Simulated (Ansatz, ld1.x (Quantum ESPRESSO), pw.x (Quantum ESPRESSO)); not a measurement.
# What a changed setting does to a pw.x run (fcc V)

Potential: norm-conserving Troullier–Martins (Kleinman–Bylander form), ld1.x (Quantum ESPRESSO) 7.5, PBE; core [Ar], reference 3d3 4s2 4p0; waves: 4p (bound, empty): rc 3.75 bohr; 3d (bound): rc 2.30 bohr; 4s (bound): rc 3.56 bohr; local part: the s channel; core correction: a·sin(br)/r model core inside 1.70 bohr.

The reference run (k-mesh 15³, cutoffs 70/280 Ry, Fermi–Dirac 0.01 Ry, mixing_beta 0.4, conv_thr 1e-9, no spin) gives 1.83 GPa at 13.969 Å³/atom, where all-electron LAPW gives -0.35 GPa. This run, with its own iteration cap, changes electron_maxstep to 2, a wrong or extreme entry chosen on purpose.

```
&control
  calculation='scf', prefix='x', pseudo_dir='./', outdir='./tmp', tstress=.true., disk_io='none'
/
&system
  ibrav=0, nat=1, ntyp=1, ecutwfc=70, ecutrho=280, nbnd=9,
  occupations='smearing', smearing='fd', degauss=0.01
/
&electrons
  conv_thr=1e-09, mixing_beta=0.4, electron_maxstep=2
/
ATOMIC_SPECIES
V 1.0 V.UPF
CELL_PARAMETERS angstrom
  0.00000000 1.91151821 1.91151821
  1.91151821 0.00000000 1.91151821
  1.91151821 1.91151821 0.00000000
ATOMIC_POSITIONS crystal
V 0.0000 0.0000 0.0000
K_POINTS automatic
15 15 15 0 0 0
```

```bash
pw.x < V.scf.in > V.scf.out
```

How does the run end?

It does not reach self-consistency within its iteration cap.

```
Message from routine setup:
     using ibrav=0 with symmetry is DISCOURAGED, use correct ibrav instead
     lattice parameter (alat)  =       5.1085  a.u.
     unit-cell volume          =      94.2675 (a.u.)^3
     number of electrons       =         5.00
     number of Kohn-Sham states=            9
     kinetic-energy cutoff     =      70.0000  Ry
     charge density cutoff     =     280.0000  Ry
     scf convergence threshold =      1.0E-09
     Exchange-correlation= PBE
     number of k points=   120  Fermi-Dirac smearing, width (Ry)=  0.0100
     iteration #  1     ecut=    70.00 Ry     beta= 0.40
     total energy              =     -14.78888193 Ry
     estimated scf accuracy    <       0.03681082 Ry
     iteration #  2     ecut=    70.00 Ry     beta= 0.40
     total energy              =     -14.79251314 Ry
     estimated scf accuracy    <       0.00228509 Ry
     convergence NOT achieved after   2 iterations: stopping
     Message from routine punch:
     Nothing written, as per user request (disk_io='none')
```

The run took about 5.2 s on one core of a shared host (Neoverse-V1, 32 threads, 247 GiB, load 23).
